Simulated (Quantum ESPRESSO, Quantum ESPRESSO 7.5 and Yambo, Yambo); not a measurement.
# Sb (buckled honeycomb monolayer): G0W0 with Yambo, start to end

Aim: the G0W0 gap of Sb (buckled honeycomb monolayer) on PBE with spin-orbit coupling, step by step.

Calculated with Quantum ESPRESSO 7.5 and Yambo 5.3.0; PBE and many-body steps on it, plane waves.

**Experimental background.**

- Gap 2.21 eV: optical gap from PL emission peak; photoluminescence, 355 nm excitation; monolayer (antimonene on antimony oxide after hydrogen reduction) (“Ultrathin high-κ antimony oxide single crystals”, 2020, pmc:7237679).

## Step 1: Starting point

The cell holds 2 atoms: 2 Sb. Cell: a = 4.027 Å, b = 4.027 Å, c = 14.000 Å, α = 90.0°, β = 90.0°, γ = 120.0°. It derives from  ([{'formula': 'Sb', 'spacegroup': 166, 'source': 'prototype of the bulk crystal'}]). Vacuum lies along c.

The start is a generated structure, not a measured one. Spin-orbit coupling is left out unless a step names it.

## Step 2: Relaxation

This step: Quantum ESPRESSO 7.5; DFT, PBE, plane waves, norm-conserving pseudopotentials.

Gaps follow bond lengths, so the structure is brought to rest first.

Contents of pw.in:

```
&control
  calculation = 'vc-relax'
  prefix = 'x'
  outdir = 'o'
  pseudo_dir = 'pseudo'
  forc_conv_thr = 4e-4
  nstep = 60
/
&system
  ibrav = 0
  nat = 2
  ntyp = 1
  ecutwfc = 92.0
  nbnd = 20
  force_symmorphic = .true.
  occupations = 'smearing'
  smearing = 'fd'
  degauss = 0.002
/
&electrons
  conv_thr = 1e-9
  electron_maxstep = 80
  mixing_beta = 0.5
/
&ions
/
&cell
  press_conv_thr = 0.3
  cell_dofree = '2Dxy'
/
ATOMIC_SPECIES
  Sb 121.76 Sb.upf
CELL_PARAMETERS angstrom
  4.0273721000 -0.0000000000 0.0000000000
  -2.0136860500 3.4878065491 0.0000000000
  0.0000000000 0.0000000000 14.0000000000
ATOMIC_POSITIONS crystal
  Sb 0.3333333333 0.6666666667 0.4454420036
  Sb 0.6666666667 0.3333333333 0.5545579964
K_POINTS automatic
  6 6 1 0 0 0
```

The run is started by

```
$ OMP_NUM_THREADS=1 mpirun -n 8 pw.x -nk 8 -in pw.in > pw.out
```

The log of the run:

```text
Program PWSCF v.7.5 starts

     This program is part of the open-source Quantum ESPRESSO suite
     for quantum simulation of materials; please cite
         "P. Giannozzi et al., J. Phys.:Condens. Matter 21 395502 (2009);
         "P. Giannozzi et al., J. Phys.:Condens. Matter 29 465901 (2017);
         "P. Giannozzi et al., J. Chem. Phys. 152 154105 (2020);
     in publications or presentations arising from this work. More details at
     Message from routine setup:
     using ibrav=0 with symmetry is DISCOURAGED, use correct ibrav instead

     Message from routine divide_et_impera:
     suboptimal parallelization: some nodes have no k-points

     G-vector sticks info

     bravais-lattice index     =            0
     lattice parameter (alat)  =       7.6106  a.u.
     unit-cell volume          =    1327.0851 (a.u.)^3
     number of atoms/cell      =            2
     number of atomic types    =            1
     number of electrons       =        30.00
     number of Kohn-Sham states=           20
     kinetic-energy cutoff     =      92.0000  Ry
     charge density cutoff     =     368.0000  Ry
     scf convergence threshold =      1.0E-09
     mixing beta               =       0.5000
     number of iterations used =            8  plain     mixing
     energy convergence thresh.=      1.0E-04
     force convergence thresh. =      4.0E-04
     press convergence thresh. =      3.0E-01
     Exchange-correlation= PBE
                           (   1   4   3   4   0   0   0)
     nstep                     =           60

     celldm(1)=   7.610630  celldm(2)=   0.000000  celldm(3)=   0.000000
     celldm(4)=   0.000000  celldm(5)=   0.000000  celldm(6)=   0.000000

     crystal axes: (cart. coord. in units of alat)
               a(1) = (   1.000000  -0.000000   0.000000 )
               a(2) = (  -0.500000   0.866025   0.000000 )
               a(3) = (   0.000000   0.000000   3.476212 )

     reciprocal axes: (cart. coord. in units 2 pi/alat)
               b(1) = (  1.000000  0.577350 -0.000000 )
               b(2) = (  0.000000  1.154701 -0.000000 )
               b(3) = ( -0.000000 -0.000000  0.287669 )
     Pseudo is Norm-conserving + core correction, Zval = 15.0
     Generated using ONCVPSP code by D. R. Hamann
     Using radial grid of 1434 points,  6 beta functions with:
     Sb               15.00   121.76000     Sb( 1.00)

     12 Sym. Ops., with inversion, found

   Cartesian axes

     site n.     atom                  positions (alat units)
         1        Sb     tau(   1) = (  -0.0000000   0.5773503   1.5484509  )
         2        Sb     tau(   2) = (   0.5000000   0.2886751   1.9277613  )

     number of k points=     7  Fermi-Dirac smearing, width (Ry)=  0.0020
                       cart. coord. in units 2pi/alat
[...]
12 Sym. Ops., with inversion, found

   Cartesian axes

     site n.     atom                  positions (alat units)
         1        Sb     tau(   1) = (  -0.0000000   0.5929483   1.5356830  )
         2        Sb     tau(   2) = (   0.5135083   0.2964742   1.9405292  )

     number of k points=     7  Fermi-Dirac smearing, width (Ry)=  0.0020
                       cart. coord. in units 2pi/alat
[...]
k(    6) = (   0.1622823   0.4684688   0.0000000), wk =   0.6666667
        k(    7) = (   0.3245647   0.5621625   0.0000000), wk =   0.1111111

     Dense  grid:   166763 G-vectors     FFT dimensions: (  48,  48, 162)

     Initial potential from superposition of free atoms

     starting charge      29.9989, renormalised to      30.0000
     Starting wfcs are   18 randomized atomic wfcs +    2 random wfcs

     per-process dynamical memory:   105.3 Mb

     Self-consistent Calculation

[...]
total energy              =    -363.80521766 Ry
[...]
iteration #  9     ecut=    92.00 Ry     beta= 0.50

     total energy              =    -363.80521766 Ry
     estimated scf accuracy    <          2.1E-11 Ry

     iteration # 10     ecut=    92.00 Ry     beta= 0.50

     End of self-consistent calculation

          k = 0.0000 0.0000 0.0000 ( 20787 PWs)   bands (ev):

[...]
k =-0.0000 0.1874 0.0000 ( 20831 PWs)   bands (ev):

[...]
2.6621   2.6650   4.1474   4.3129

          k =-0.0000 0.3748 0.0000 ( 20831 PWs)   bands (ev):

   -29.1497 -29.1089 -29.0766 -29.0552 -29.0260 -29.0035 -28.9859 -28.9661
   -28.9452 -28.9027 -10.6988  -7.4689  -3.5295  -1.8551  -1.3778   0.7230
     2.5039   2.9703   4.8185   4.9977

          k = 0.0000-0.5622 0.0000 ( 20832 PWs)   bands (ev):

     [... further k-points ...]

     the Fermi energy is     0.0051 ev

!    total energy              =    -363.80521766 Ry
     estimated scf accuracy    <          1.3E-12 Ry
     smearing contrib. (-TS)   =      -0.00000000 Ry
     internal energy E=F+TS    =    -363.80521766 Ry

     The total energy is F=E-TS. E is the sum of the following terms:
     one-electron contribution =    -703.70485987 Ry
     hartree contribution      =     356.36850790 Ry
     xc contribution           =     -90.87225213 Ry
     ewald contribution        =      74.40338645 Ry

     convergence has been achieved in  10 iterations

     Forces acting on atoms (cartesian axes, Ry/au):

     atom    1 type  1   force =     0.00000000    0.00000000   -0.00000357
     atom    2 type  1   force =     0.00000000    0.00000000    0.00000357

     Total force =     0.000005     Total SCF correction =     0.000003
     SCF correction compared to forces is large: reduce conv_thr to get better values

     Computing stress (Cartesian axis) and pressure

          total   stress  (Ry/bohr**3)                   (kbar)     P=       -0.02
[...]
-0.00000000  -0.00000017  -0.00000000           -0.00       -0.02       -0.00
  -0.00000000  -0.00000000  -0.00000002           -0.00       -0.00       -0.00

     XML data file, charge density, pseudopotentials, collected wavefunctions

=------------------------------------------------------------------------------=
   JOB DONE.
=------------------------------------------------------------------------------=
```

The job ended after 2.1 min (8 MPI ranks of Arm Neoverse V1, shared host; peak memory 1.4 GiB).

The steps of the relaxation:

```csv
step,energy less that of the first step (eV),largest force (eV/Å),volume (Å³)
1,0.0000,1.4286,196.65
2,-0.0755,0.7653,197.85
3,-0.1118,0.0750,199.52
4,-0.1144,0.0660,200.26
5,-0.1164,0.1327,201.17
6,-0.1185,0.1586,202.18
7,-0.1215,0.1573,203.70
8,-0.1247,0.1114,205.99
9,-0.1257,0.0397,207.55
10,-0.1258,0.0140,207.56
11,-0.1258,0.0002,207.42
12,-0.1258,0.0001,207.42
```

| cell as run | before | after | change |
| --- | --- | --- | --- |
| a (Å) | 4.027 | 4.136 | +2.7 % |
| b (Å) | 4.027 | 4.136 | +2.7 % |

The atoms that moved most (Å, along periodic axes as changes of fractional coordinates times the final cell, across vacuum about the mean position):

| atom | dx | dy | dz | length |
| --- | --- | --- | --- | --- |
| Sb1 | 0.000 | 0.000 | -0.051 | 0.051 |
| Sb2 | 0.000 | 0.000 | 0.051 | 0.051 |

The relaxed structure:

```
Sb
1.0
     4.13618    0.00000    0.00000
    -2.06809    3.58204    0.00000
     0.00000    0.00000   14.00000
Sb
2
Direct
  0.33333 0.66667 0.44177
  0.66667 0.33333 0.55823
```

## Step 3: Ground state

The ground-state density comes first.

This step: DFT, PBE with spin-orbit coupling, plane waves, norm-conserving pseudopotentials.

Contents of pw.in:

```
&control
  calculation = 'scf'
  prefix = 'x'
  outdir = 'o'
  pseudo_dir = 'pseudo'
  tprnfor = .true.
  tstress = .true.
/
&system
  ibrav = 0
  nat = 2
  ntyp = 1
  ecutwfc = 88.0
  nbnd = 56
  force_symmorphic = .true.
  noncolin = .true.
  lspinorb = .true.
/
&electrons
  conv_thr = 1e-10
  electron_maxstep = 80
  mixing_beta = 0.5
/
ATOMIC_SPECIES
  Sb 121.76 Sb.upf
CELL_PARAMETERS angstrom
  4.1361780447 -0.0000000002 0.0000000000
  -2.0680890222 3.5820352614 0.0000000000
  0.0000000000 0.0000000000 14.0000000000
ATOMIC_POSITIONS crystal
  Sb 0.3333333333 0.6666666667 0.4417690703
  Sb 0.6666666667 0.3333333333 0.5582309297
K_POINTS automatic
  9 9 1 0 0 0
```

The log of the run:

```text
[banner, memory and clock lines left out]
Program PWSCF v.7.5 starts

     Message from routine setup:
     using ibrav=0 with symmetry is DISCOURAGED, use correct ibrav instead

     G-vector sticks info

     bravais-lattice index     =            0
     lattice parameter (alat)  =       7.8162  a.u.
     unit-cell volume          =    1399.7605 (a.u.)^3
     number of atoms/cell      =            2
     number of atomic types    =            1
     number of electrons       =        46.00
     number of Kohn-Sham states=           56
     kinetic-energy cutoff     =      88.0000  Ry
     charge density cutoff     =     352.0000  Ry
     scf convergence threshold =      1.0E-10
     mixing beta               =       0.5000
     number of iterations used =            8  plain     mixing
     Exchange-correlation= PBE
                           (   1   4   3   4   0   0   0)
     Non magnetic calculation with spin-orbit

     celldm(1)=   7.816244  celldm(2)=   0.000000  celldm(3)=   0.000000
     celldm(4)=   0.000000  celldm(5)=   0.000000  celldm(6)=   0.000000

     crystal axes: (cart. coord. in units of alat)
               a(1) = (   1.000000  -0.000000   0.000000 )
               a(2) = (  -0.500000   0.866025   0.000000 )
               a(3) = (   0.000000   0.000000   3.384767 )

     reciprocal axes: (cart. coord. in units 2 pi/alat)
               b(1) = (  1.000000  0.577350 -0.000000 )
               b(2) = (  0.000000  1.154701 -0.000000 )
               b(3) = ( -0.000000 -0.000000  0.295441 )
     Pseudo is Norm-conserving + core correction, Zval = 23.0
     Generated using ONCVPSP code by D. R. Hamann
     Using radial grid of 1468 points, 10 beta functions with:
     Sb               23.00   121.76000     Sb( 1.00)

     12 Sym. Ops., with inversion, found

   Cartesian axes

     site n.     atom                  positions (alat units)
         1        Sb     tau(   1) = (  -0.0000000   0.5773503   1.4952855  )
         2        Sb     tau(   2) = (   0.5000000   0.2886751   1.8894818  )

     number of k points=    12
                       cart. coord. in units 2pi/alat
        k(    1) = (   0.0000000   0.0000000   0.0000000), wk =   0.0123457
        k(    2) = (   0.0000000   0.1283001   0.0000000), wk =   0.0740741
        k(    3) = (   0.0000000   0.2566001   0.0000000), wk =   0.0740741
        k(    4) = (   0.0000000   0.3849002   0.0000000), wk =   0.0740741
        k(    5) = (   0.0000000   0.5132002   0.0000000), wk =   0.0740741
        k(    6) = (   0.1111111   0.1924501   0.0000000), wk =   0.0740741
        k(    7) = (   0.1111111   0.3207501   0.0000000), wk =   0.1481481
        k(    8) = (   0.1111111   0.4490502   0.0000000), wk =   0.1481481
        k(    9) = (   0.1111111   0.5773503   0.0000000), wk =   0.0740741
        k(   10) = (   0.2222222   0.3849002   0.0000000), wk =   0.0740741
        k(   11) = (   0.2222222   0.5132002   0.0000000), wk =   0.1481481
        k(   12) = (   0.3333333   0.5773503   0.0000000), wk =   0.0246914

     Dense  grid:   156151 G-vectors     FFT dimensions: (  48,  48, 160)

     Initial potential from superposition of free atoms

     starting charge      45.9988, renormalised to      46.0000
     Starting wfcs are   52 randomized atomic wfcs +    4 random wfcs

     per-process dynamical memory:   273.9 Mb

     Self-consistent Calculation

     iteration #  1     ecut=    88.00 Ry     beta= 0.50

     Threshold (ethr) on eigenvalues was too large:
     Diagonalizing with lowered threshold

     total energy              =   -1011.69985820 Ry
     estimated scf accuracy    <       0.01743356 Ry

     iteration #  2     ecut=    88.00 Ry     beta= 0.50

     total energy              =   -1011.70019017 Ry
     estimated scf accuracy    <       0.00307381 Ry

     iteration #  3     ecut=    88.00 Ry     beta= 0.50

     total energy              =   -1011.70035371 Ry
     estimated scf accuracy    <       0.00009287 Ry

     iteration #  4     ecut=    88.00 Ry     beta= 0.50

     total energy              =   -1011.70036046 Ry
     estimated scf accuracy    <       0.00001045 Ry

     iteration #  5     ecut=    88.00 Ry     beta= 0.50

     total energy              =   -1011.70036184 Ry
     estimated scf accuracy    <       0.00000036 Ry

     iteration #  6     ecut=    88.00 Ry     beta= 0.50

     total energy              =   -1011.70036191 Ry
     estimated scf accuracy    <       0.00000003 Ry

     iteration #  7     ecut=    88.00 Ry     beta= 0.50

     total energy              =   -1011.70036192 Ry
     estimated scf accuracy    <          2.0E-09 Ry

     iteration #  8     ecut=    88.00 Ry     beta= 0.50

     total energy              =   -1011.70036192 Ry
     estimated scf accuracy    <          1.3E-10 Ry

     iteration #  9     ecut=    88.00 Ry     beta= 0.50

     End of self-consistent calculation

          k = 0.0000 0.0000 0.0000 ( 19537 PWs)   bands (ev):

  -143.6892-143.6892-143.6885-143.6885-102.6426-102.6426-102.6398-102.6398
   -94.0734 -94.0734 -94.0688 -94.0688 -94.0423 -94.0423 -94.0379 -94.0379
   -29.2730 -29.2730 -29.2330 -29.2330 -29.2330 -29.2330 -29.1932 -29.1932
   -28.0533 -28.0533 -28.0409 -28.0409 -28.0315 -28.0315 -27.9275 -27.9275
   -27.9262 -27.9262 -27.9207 -27.9207 -11.3016 -11.3016  -6.3712  -6.3712
    -0.8836  -0.8836  -0.1974  -0.1974   0.1295   0.1295   1.3688   1.3688
     2.4441   2.4441   2.9060   2.9060   4.3132   4.3132   4.4175   4.4175

          k = 0.0000 0.1283 0.0000 ( 19530 PWs)   bands (ev):

  -143.6892-143.6892-143.6885-143.6885-102.6425-102.6425-102.6399-102.6399
   -94.0733 -94.0733 -94.0689 -94.0689 -94.0422 -94.0422 -94.0380 -94.0380
   -29.2718 -29.2718 -29.2390 -29.2390 -29.2261 -29.2261 -29.1934 -29.1934
   -28.0531 -28.0531 -28.0402 -28.0402 -28.0274 -28.0274 -27.9325 -27.9325
   -27.9287 -27.9287 -27.9188 -27.9188 -11.1723 -11.1723  -6.3747  -6.3747
[...]
k = 0.0000 0.2566 0.0000 ( 19540 PWs)   bands (ev):

  -143.6892-143.6892-143.6886-143.6886-102.6423-102.6423-102.6401-102.6401
[...]
-29.2691 -29.2691 -29.2435 -29.2435 -29.2189 -29.2189 -29.1940 -29.1940
   -28.0526 -28.0526 -28.0365 -28.0365 -28.0185 -28.0185 -27.9429 -27.9429
   -27.9351 -27.9351 -27.9169 -27.9169 -10.7928 -10.7928  -6.4935  -6.4935
    -2.4969  -2.4969  -1.0387  -1.0387  -0.4959  -0.4959   1.3543   1.3543
     3.2143   3.2143   3.4758   3.4758   4.7994   4.7994   4.9746   4.9746

          k = 0.0000 0.3849 0.0000 ( 19518 PWs)   bands (ev):

     [... further k-points ...]

     highest occupied, lowest unoccupied level (ev):     0.1295    1.1981

!    total energy              =   -1011.70036192 Ry
     estimated scf accuracy    <          7.2E-12 Ry

     The total energy is the sum of the following terms:
     one-electron contribution =   -2032.48139348 Ry
     hartree contribution      =     984.43146662 Ry
     xc contribution           =    -138.58106368 Ry
     ewald contribution        =     174.93062862 Ry

     convergence has been achieved in   9 iterations

     Forces acting on atoms (cartesian axes, Ry/au):

     atom    1 type  1   force =    -0.00000000   -0.00000000   -0.00055996
     atom    2 type  1   force =     0.00000000    0.00000000    0.00055996

     Total force =     0.000792     Total SCF correction =     0.000022

     Computing stress (Cartesian axis) and pressure

          total   stress  (Ry/bohr**3)                   (kbar)     P=       -6.33
  -0.00004382  -0.00000000   0.00000000           -6.45       -0.00        0.00
  -0.00000000  -0.00004382   0.00000000           -0.00       -6.45        0.00
   0.00000000   0.00000000  -0.00004148            0.00        0.00       -6.10

     XML data file, charge density, pseudopotentials, collected wavefunctions
```

It took 1.7 min on 8 MPI ranks; peak memory 3.3 GiB; 13 min of CPU time.

Numbers from this step:

| Quantity | Value |
| --- | --- |
| total energy | -13764.8847 eV |
| gap | 1.069 eV |
| k of the valence top | 0, 0, 0 |
| k of the conduction bottom | 0, 0.3333, 0 |
| least direct gap | 1.239 eV |
| pressure | -0.633 GPa |

The gap is indirect, with the least direct gap 0.17 eV higher.

With these pseudopotential files and this cutoff the stress is not reliable, so the pressure is no result.

(Part 1 of 3 ends here.)

[Paths, hosts, dates, memory and timing lines, banners, echoed tables and standing remarks are left out of the program output.]

[Logs are printed without paths, hosts, clocks, repeated set-up lines and the standing remarks that a program may print on its own settings, such as how far it seeks lower states.]

[Runs of the session that timed out or met a known fault of the program may be left out.]

[Hosts, paths, dates, database ids (printed as entryN), source tags and the programs' standing remarks are cut or masked in the printed files.]
